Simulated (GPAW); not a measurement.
The system is MgS (Niningerite).

```
S Mg
1.0
     0.00000    2.60165    2.60165
     2.60165    0.00000    2.60165
     2.60165    2.60165    0.00000
S Mg
1 1
Cartesian
  2.6016 2.6016 2.6016
  0.0000 0.0000 0.0000
```

Base run:

| Property | Result |
| --- | --- |
| Program | GPAW 26.7.0 |
| Functional | RPBE |
| Dispersion | D3(BJ) |
| Potentials or basis | the program's PAW data sets (release 1.2.1) made for this functional |
| Cutoff | 800 eV |
| Basis | pw |
| k mesh | 9 × 9 × 9 |
| Occupations | gaussian, width 0.1 eV |
| Spin | no spin polarisation |

Its results: band gap on the k mesh 3.07 eV, indirect (least direct gap 3.88 eV); pressure -13.4 GPa.

Problem. The run is repeated on the same cell with these changes: dispersion from D3(BJ) to none. What comes out?

Solution. Band gap on the k mesh 3.07 eV, indirect (least direct gap 3.88 eV); pressure 3.2 GPa.

Dispersion adds attraction, which lowers the pressure at fixed volume and, as a term added to the energy, leaves the levels alone.

Caveats: the mesh misses the band edges, which the band path finds closer together (some runs); an odd mesh through Γ misses points on the zone boundary, where band edges often lie (some runs).

Not every run made on this cell is shown here.
